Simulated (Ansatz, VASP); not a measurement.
# Ag in VASP and in Ansatz

```
CELL_PARAMETERS angstrom
2.88938 0.00000 0.00000
0.00000 2.88938 0.00000
0.00000 0.00000 27.21550
ATOMIC_POSITIONS crystal
Ag 0.50000 0.50000 0.31232
Ag 0.00000 0.00000 0.38739
Ag 0.50000 0.50000 0.46246
Ag 0.00000 0.00000 0.53659
Ag 0.50000 0.50000 0.61059
Ag 0.00000 0.00000 0.68254
```

Alike in both runs: functional PBEsol; k mesh 9 × 9 × 1; occupations gaussian, width 0.1 eV; no spin polarisation.

Ansatz relaxed the structure, and its values are those at the end. VASP's run is a single point on that final structure, the one shown.

|  | VASP | Ansatz |
| --- | --- | --- |
| version | VASP 6.6.1 | Ansatz 0.2.0 |
| potentials or method | VASP PAW PBE potentials, release 64 (Ag) | scalar-relativistic, plane waves, PAW |
| plane-wave cutoff (eV) | 520 | 420 |
| valence electrons in the cell | 66 | 114 |

Ansatz gave:

| Quantity | Value |
| --- | --- |
| gap on the k mesh at the Fermi level (eV) | none |
| rms of the force components (eV/Å) | 0.082 |
| work function, face that differs most (eV) | 4.48 |

Task: Which values does VASP return?

Result: gap on the k mesh at the Fermi level (eV): none; rms of the force components (eV/Å): 0.084; work function, face that differs most (eV): 4.47.

A gap of «none» marks a metal or a gap that the smearing closes. The functional is the same, so the differences come from potentials, cutoffs and numerics. The two sets of potentials don't hold the same shells in valence.

Caveats: the PAW data sets were made with another functional, which shifts forces and pressure a little (VASP).
